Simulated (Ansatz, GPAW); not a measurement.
Given: the input of a run of GPAW 26.7.0 (ASE script) on HgTe. Measurements of this composition are mostly on another form, of space group No. 216.

run.py

```python
from ase.dft.bandgap import bandgap
from ase.io import read, write
from ase.units import GPa
from gpaw import GPAW, PW, setup_paths

setup_paths.insert(0, '.')

atoms = read('POSCAR')

calc = GPAW(mode=PW(600),
            xc='PBEsol',
            kpts={'size': (10, 10, 10), 'gamma': True},
            occupations={'name': 'methfessel-paxton', 'order': 0, 'width': 0.1},
            nbands=18,
            convergence={'density': 1e-05, 'energy': 1e-05},
            maxiter=150,
            txt='gpaw.txt')
atoms.calc = calc
energy = atoms.get_potential_energy()
forces = atoms.get_forces()
stress = atoms.get_stress()
calc.write('gs.gpw')
write('result.traj', atoms)
print(f'Energy: {energy:.6f} eV')
print('Forces (eV/A):')
print(forces.round(4))
print('Stress (GPa):', (stress / GPa).round(3))
print('Fermi level:', round(calc.get_fermi_level(), 4), 'eV')
print(f'Gap: {bandgap(calc)[0]:.4f} eV, direct: {bandgap(calc, direct=True)[0]:.4f} eV')
```

Contents of POSCAR:

```
HgTe
1.0
    4.5807373700      0.0000000000      0.0000000000
   -3.5190045719      2.9325350255      0.0000000000
   -0.5308663988     -1.4662675122      4.3071330723
Hg Te
1 1
Direct
    0.7500000000      0.2500000000      0.5000000000
    0.0000000000      0.0000000000      0.0000000000
```

Potentials or basis: PAW data sets generated in the run's folder for this functional, pw.

Run with:

```bash
$ gpaw-setup -f PBEsol Hg Te
$ OMP_NUM_THREADS=1 python run.py
```

Set up the same calculation for Ansatz 0.2.0. Potentials or basis there: all-electron LAPW, scalar-relativistic.

As run (cutoffs and basis follow the program's own potentials, and thresholds, step limits or extra output files can differ):

Contents of input.yaml:

```yaml
crystal:
  lattice:
    - [4.58073737, 0.0, 0.0]
    - [-3.5190045719, 2.9325350255, 0.0]
    - [-0.5308663988, -1.4662675122, 4.3071330723]
  atoms:
    - { symbol: Hg, position: [0.75, 0.25, 0.5] }
    - { symbol: Te, position: [0.0, 0.0, 0.0] }
kpoints:
  mp_grid: { grid: [10, 10, 10] }
scf:
  occupations: { method: gaussian, width: 0.1 }
hamiltonian:
  xc: pbesol
  pseudopotentials: { kind: all_electron, lapw: { basis_error: 0.001 } }
output:
  forces: true
  stress: true
  eigenvalues: true
```

Potentials or basis: all-electron LAPW, scalar-relativistic.

Launch:

```console
$ ansatz run input.yaml --threads 1 --pin off --max-ram 3072MiB --backend cpu --events-out ev --progress --plain --runs-dir out
```

Both were run:

|  | GPAW | Ansatz |
| --- | --- | --- |
| Pressure | -3.4 GPa | -3.3 GPa |

Where Ansatz's input types no cutoff or centring, it takes its own default and a Γ-centred mesh.

Pressure is positive in compression.
